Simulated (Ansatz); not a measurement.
Relativity in NbC

```
Nb C
1.0
     0.00000    2.20000    2.20000
     2.20000    0.00000    2.20000
     2.20000    2.20000    0.00000
Nb C
1 1
Cartesian
  0.0000 0.0000 0.0000
  2.2000 2.2000 2.2000
```

Atom numbers follow the list: Nb1, C2.

The conventional cell has a = 4.400 Å, b = 4.400 Å, c = 4.400 Å, α = 90.00°, β = 90.00°, γ = 90.00°. Nb (atom 1) is surrounded by 6 C at 2.20 Å. C (atom 2) has 6 Nb at 2.20 Å as nearest neighbours.

The geometry is COD entry 1011323, unchecked; take it as a test cell. It is an old determination, and later ones may differ.

Spin polarisation is left out, and whether a magnetic state lies lower isn't shown here.

One fixed cell is solved with PBE by full-potential LAPW in Ansatz 0.2.0 under different relativistic treatments. Pressure is positive in compression.

Numerical set-up: a Γ-centred 14×14×14 k mesh, Fermi–Dirac smearing of 0.05 eV, basis error target 1 meV/atom, no spin polarisation.

```tsv
setting	P (GPa)	lowest level at Γ above −25 eV, from the valence-band top or, without a gap, the Fermi level (eV)
scalar-relativistic	19.44	-13.75
non-relativistic	?	?
with spin–orbit coupling	19.42	-13.75
```

Fill in "P (GPa)" for the row "non-relativistic".

22.70.

What belongs in the row "non-relativistic", column "lowest level at Γ above −25 eV, from the valence-band top or, without a gap, the Fermi level (eV)"?

-13.29.
